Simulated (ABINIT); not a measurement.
The system is Pb.

```
Pb
1.0
    -1.97966    1.97966    1.97966
     1.97966   -1.97966    1.97966
     1.97966    1.97966   -1.97966
Pb
1
Direct
  0.00000 0.00000 0.00000
```

This isn't the form of Pb at room conditions, which is fcc.

```yaml
Program: ABINIT 10.8.3 (patched build)
Task: single point
Functional: PBEsol
Potentials_or_basis: PseudoDojo NC SR PBEsol v0.4.1 standard
Cutoff: 762 eV
k_mesh: 9 × 9 × 9
Occupations: fermi-dirac, width 0.05 eV
Spin: no spin polarisation
```

On this cell: pressure -1.9 GPa; band gap on the k mesh none (metal or under the smearing width).

The same run follows on a disturbed copy (cell strained at random at fixed volume):

```
Pb
1.0
    -2.06690    2.05040    2.08125
     1.99925   -1.93748    1.90067
     1.99103    1.86160   -1.96833
Pb
1
Cartesian
  -0.0107 0.0225 -0.0034
```

Problem. What does the disturbed cell give?

Solution. The energy (extrapolated to zero smearing) moves by +3.5 meV/atom; pressure -1.3 GPa; band gap on the k mesh none (metal or under the smearing width).

Stress tensor (GPa, compression positive):
```
-1.23  0.24  0.28
 0.24 -1.41 -0.33
 0.28 -0.33 -1.15
```
